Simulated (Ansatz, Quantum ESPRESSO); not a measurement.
# Ballistic conductance of 12 planar junctions in two codes

Do pwcond's layer matching and a second code's give the same conductance at the Fermi level?

How it was computed: Quantum ESPRESSO 7.5 (pw.x, pwcond.x; lead and junction from one periodic cell, ewind 4 Ry, epsproj 1e-5, nz1 7) and Ansatz 0.2.0 (PAW) on the same atoms and the same mesh across the current. Geometries are as built. G counts both spins, in G₀ = 2e²/h = 77.48 µS.

The runs side by side:

```tsv
junction	level of pw.x	lead channels per spin	pwcond (G₀)	Ansatz (G₀)	ratio	area over G (fΩ m²)
vacuum gap of 7.0 Å between two Pb(100) faces	PBEsol, GBRV ultrasoft	1.63	0.00552	0.00533	1.04	296
vacuum gap of 6.0 Å between two Pt(100) faces	LDA, GBRV ultrasoft	1.94	0.00536	0.00581	0.92	190
vacuum gap of 6.0 Å between two Cu(111) faces ‡	PBE, GBRV ultrasoft	0.87	0.00532	0.00447	1.19	139
2 layers of LiF(001) between Al(100) leads	PBE, GBRV ultrasoft	1.70	0.00445	0.00531	0.84	237
vacuum gap of 6.0 Å between two Au(100) faces	PBE, JTH PAW	0.89	0.00414	0.00429	0.97	271
vacuum gap of 6.0 Å between two Pt(111) faces	PBEsol, GBRV ultrasoft	1.87	0.00294	0.00289	1.02	300
2 layers of LiF(001) between Ag(100) leads	LDA, GBRV ultrasoft	0.89	0.00204	0.00198	1.04	544
3 layers of MgO(001) between V(100) leads	PBE, GBRV ultrasoft	2.35	0.00187	0.00166	1.13	618
vacuum gap of 7.0 Å between two Ag(111) faces	PBE, GBRV ultrasoft	0.85	0.00164	0.00134	1.22	in doubt
3 layers of hexagonal BN between Cu(111) leads, 2.3 Å off each face	LDA, GBRV ultrasoft	0.77	0.000786	0.000763	1.03	942
3 layers of graphene between Cu(111) leads, 2.3 Å off each face	PBE, GBRV ultrasoft	0.81	0.000617	0.000708	0.87	1.2e+03
vacuum gap of 7.0 Å between two Pd(111) faces ‡	PBE, GBRV ultrasoft	1.48	0.000602	0.000611	0.99	1.44e+03
```

**Answer.** The conductance spans 0.000602 to 0.00552 G₀. The codes agree within 5 % on 6 and within 15 % on 9 of 12 junctions; the widest gap is a ratio of 1.22 (vacuum gap of 7.0 Å between two Ag(111) faces), where at least one of the two values is off. By hand, for the first row: A/G = 12.650e−20 m² / (0.00552 × 7.748e−5 S) = 296 fΩ m².

**Limits.** ‡ marks rows that fail one of these tests: mean channel counts within 15 %, counts alike on 88 % of the mesh's weight, T within a factor of two, a step under 100 meV across the lead's period. They stay in the counts above, and unmarked rows can lie close to these limits. Rows without a moment ran or ended unpolarised, and spin-orbit coupling is left out. Leads are short, and the mesh across the current differs between rows and was not tested: the channel count of one lead shows how much it matters. Vacuum gaps count between atomic planes. Rows were grouped by the size of G.

[Logs are printed without paths, hosts, clocks, repeated set-up lines and the standing remarks that a program may print on its own settings, such as how far it seeks lower states.]
